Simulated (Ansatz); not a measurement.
**InSb: convergence and cost**

An exercise on one series of results from a longer session: the logs are not shown, and one member is left open.

Program: Ansatz 0.2.0. Level of theory: DFT PBE, scalar-relativistic, plane waves, PAW for the base; runs at other levels say so in their headings and inputs. These are calculated values, not measurements.

1 further run of the same task is left out (for a known fault of the program).

**The structure to begin with**

Symmetry: P4/mmm, No. 123, tetragonal system. Conventional cell: a = 3.077 Å, b = 3.077 Å, c = 6.215 Å, α = 90.00°, β = 90.00°, γ = 90.00°. In (site symmetry 4/mmm) has 4 In at 3.08 Å and 2 Sb at 3.11 Å as nearest neighbours. Sb (site symmetry 4/mmm) has 4 Sb at 3.08 Å and 2 In at 3.11 Å as nearest neighbours.

As a file:

```cif
data_structure
_symmetry_space_group_name_H-M 'P 1'
_symmetry_Int_Tables_number 1
_cell_length_a 3.0767
_cell_length_b 3.0767
_cell_length_c 6.2155
_cell_angle_alpha 90.000
_cell_angle_beta 90.000
_cell_angle_gamma 90.000
_cell_volume 58.83
loop_
_atom_site_label
_atom_site_type_symbol
_atom_site_fract_x
_atom_site_fract_y
_atom_site_fract_z
_atom_site_occupancy
In1 In 0.00000 0.00000 0.00000 1
Sb1 Sb 0.00000 0.00000 0.50000 1
```

Source of the structure: the Materials Project (structure only). It is taken as it stands there.

**The base run, which the others are set against**

input.yaml reads:

```yaml
crystal:
  lattice:
    - [3.076656, 0.0, 0.0]
    - [0.0, 3.076656, 0.0]
    - [0.0, 0.0, 6.21547]
  atoms:
    - { symbol: In, position: [0.0, 0.0, 0.0] }
    - { symbol: Sb, position: [0.0, 0.0, 0.5] }
basis:
  ecutwfc: 420
kpoints:
  mp_grid: { grid: [14, 14, 8] }
hamiltonian:
  xc: pbe
scf:
  occupations: { method: gaussian, width: 0.1 }
output:
  forces: true
  stress: true
  eigenvalues: true
  populations: true
```

Its results, from an earlier run: -6041.0986 eV/atom at zero smearing, pressure 0.55 GPa, largest force 0.000 eV/Å, no gap on the mesh, in 7 SCF cycles and 4 s.

Set-up of the first run:

input.yaml reads:

```yaml
crystal:
  lattice:
    - [3.076656, 0.0, 0.0]
    - [0.0, 3.076656, 0.0]
    - [0.0, 0.0, 6.21547]
  atoms:
    - { symbol: In, position: [0.0, 0.0, 0.0] }
    - { symbol: Sb, position: [0.0, 0.0, 0.5] }
basis:
  ecutwfc: 420
kpoints:
  mp_grid: { grid: [14, 14, 8] }
hamiltonian:
  xc: lda
scf:
  occupations: { method: gaussian, width: 0.1 }
output:
  forces: true
  stress: true
  eigenvalues: true
```

Among the steps run: Functional: LDA; Functional set to PBEsol; Functional set to r2SCAN.

One of the session's tables, all rows but one given; the rest of the session is left out.

It belongs to the step «What the functional changes». 

```
functional  pressure (GPa)
       PBE             0.5
       LDA            -3.5
    PBEsol               ?
    r2SCAN            -0.8
```

Q: Estimate the row for PBEsol from the others.

As computed: pressure (GPa): -2.1. In the column «pressure (GPa)» it lies between LDA (-3.5) and r2SCAN (-0.8).
